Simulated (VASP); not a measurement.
# HgTe: relaxed cell and band gap, by functional

HgTe, F-43m (no. 216), 2 atoms in the cell.

| Functional | Volume (Å³/atom) | Change from the starting volume (fraction) | Gap, path and mesh (eV) | Time (s) |
|---|---|---|---|---|
| XC = PE PW92, XC_C = 1 0 | 36.88 | 0.110 | 0.00 | 152 |
| XC = PE PW92, XC_C = 0.75 0.25 | 35.98 | 0.083 | 0.00 | 162 |
| XC = PE PW92, XC_C = 0.5 0.5 | 35.15 | 0.058 | 0.00 | 196 |
| XC = PE PW92, XC_C = 0.25 0.75 | 34.38 | 0.035 | 0.00 | 190 |
| XC = PE PW92, XC_C = 0 1 | 33.64 | 0.013 | 0.00 | 148 |

Limits: A zero gap at this level doesn't show that the crystal is a metal.

## Input of the first row

INCAR.step1:
```
SYSTEM = HgTe
PREC = Accurate
ENCUT = 600
EDIFF = 1E-7
ISMEAR = 0
SIGMA = 0.02
LREAL = .False.
LASPH = .True.
GGA_COMPAT = .False.
ALGO = Normal
NELM = 150
ISIF = 3
LWAVE = .False.
LCHARG = .False.
XC = PE PW92
XC_C = 1 0
IBRION = 2
EDIFFG = -0.005
NSW = 60
```

INCAR.step2, as INCAR.step1 but for:
```
- NSW = 60
+ NSW = 40
```

INCAR.step3, as INCAR.step2 but for:
```
- ISIF = 3
- IBRION = 2
- EDIFFG = -0.005
- NSW = 40
+ ISIF = 2
+ NBANDS = 16
```

KPOINTS:
```
k-points
0
Gamma
  6 6 6
```

KPOINTS_OPT:
```
path GXWKGLUWLK,UX
8
line-mode
reciprocal
 0.0000000000  0.0000000000  0.0000000000  G
 0.5000000000  0.0000000000  0.5000000000  X

 0.5000000000  0.0000000000  0.5000000000  X
 0.5000000000  0.2500000000  0.7500000000  W

 0.5000000000  0.2500000000  0.7500000000  W
 0.3750000000  0.3750000000  0.7500000000  K

 0.3750000000  0.3750000000  0.7500000000  K
 0.0000000000  0.0000000000  0.0000000000  G

 0.0000000000  0.0000000000  0.0000000000  G
 0.5000000000  0.5000000000  0.5000000000  L

 0.5000000000  0.5000000000  0.5000000000  L
 0.6250000000  0.2500000000  0.6250000000  U

 0.6250000000  0.2500000000  0.6250000000  U
 0.5000000000  0.2500000000  0.7500000000  W

 0.5000000000  0.2500000000  0.7500000000  W
 0.5000000000  0.5000000000  0.5000000000  L

 0.5000000000  0.5000000000  0.5000000000  L
 0.3750000000  0.3750000000  0.7500000000  K

 0.6250000000  0.2500000000  0.6250000000  U
 0.5000000000  0.0000000000  0.5000000000  X
```

POSCAR.step1:
```
HgTe
1.0
    0.0000000000      3.2145000000      3.2145000000
    3.2145000000      0.0000000000      3.2145000000
    3.2145000000      3.2145000000      0.0000000000
Hg Te
1 1
Direct
    0.0000000000      0.0000000000      0.0000000000
    0.7500000000      0.7500000000      0.7500000000
```

Commands (each step's output is kept before the next begins):
```
cat potpaw_PBE.64/Hg/POTCAR potpaw_PBE.64/Te/POTCAR > POTCAR
cp INCAR.step1 INCAR
cp POSCAR.step1 POSCAR
mpirun -np 1 vasp_std > vasp.out
cp CONTCAR POSCAR
rm WAVECAR CHG
cp INCAR.step2 INCAR
mpirun -np 1 vasp_std > vasp.out
cp CONTCAR POSCAR
rm WAVECAR CHG
cp INCAR.step3 INCAR
mpirun -np 1 vasp_std > vasp.out
```

Changes of the last row against the first:
```
(all steps)
- XC_C = 1 0
+ XC_C = 0 1
```

VASP 6.6.1 took 152 s on 1 core (Intel Xeon Platinum 8375C @ 2.90GHz (Ice Lake)), a shared host.
